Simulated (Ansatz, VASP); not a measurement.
# One calculation of Se, two programs

Contents of POSCAR:

```
Se
1.0
    2.8791371223      0.0000000000      0.0000000000
    0.0000000000      2.8791371223      0.0000000000
    0.0000000000      0.0000000000      2.8791371223
Se
1
Direct
    0.0000000000      0.0000000000      0.0000000000
```

INCAR.step1

```
SYSTEM = Se
  ALGO = Normal
  EDIFF = 1E-4
  ENCUT = 520
  GGA = PE
  ISMEAR = -1
  LASPH = .True.
  LCHARG = .False.
  LREAL = .False.
  LWAVE = .True.
  NBANDS = 9
  NELM = 100
  PREC = Accurate
  SIGMA = 0.1
```

Contents of INCAR.step2:

```
SYSTEM = Se
  ALGO = Normal
  EDIFF = 1E-7
  ENCUT = 520
  ISIF = 2
  ISMEAR = -1
  ISTART = 1
  LASPH = .True.
  LCHARG = .False.
  LMIXTAU = .True.
  LREAL = .False.
  LWAVE = .False.
  METAGGA = R2SCAN
  NBANDS = 9
  NELM = 100
  PREC = Accurate
  SIGMA = 0.1
```

The input KPOINTS:

```
k-points
0
Gamma
  8 8 8
  0 0 0
```

Input for Ansatz:

```yaml
crystal:
  lattice:
    - [2.8791371222902296, 0.0, 0.0]
    - [0.0, 2.8791371222902296, 0.0]
    - [0.0, 0.0, 2.8791371222902296]
  atoms:
    - { symbol: Se, position: [0.0, 0.0, 0.0] }
basis:
  ecutwfc: 600.0
kpoints:
  mp_grid:
    grid: [8, 8, 8]
hamiltonian:
  xc: r2scan
scf:
  convergence:
    dr2_threshold: 1.0e-07
  occupations:
    method: fermi_dirac
    width: 0.1
output:
  stress: true
```

This isn't the form of Se at room conditions, which is trigonal, of chains.

Alike in both runs: task single point; functional r2SCAN; k mesh 8 × 8 × 8; occupations fermi-dirac, width 0.1 eV; no spin polarisation.

|  | VASP | Ansatz |
| --- | --- | --- |
| version | VASP 6.6.1 | Ansatz 0.2.0 |
| potentials or method | VASP PAW PBE potentials, release 64 (Se) | plane waves, PAW |
| plane-wave cutoff (eV) | 520 | 600 |
| valence electrons in the cell | 6 | 16 |

Ansatz gave:

```
pressure (GPa) : -4.1
```

Problem. Which values does VASP return?

Solution. Pressure (GPa): -4.2.

The two sets of potentials don't hold the same shells in valence. Ansatz warned: «stress_scf_threshold_loose».

Caveats: the PAW data sets were made with another functional, which shifts forces and pressure a little (VASP).
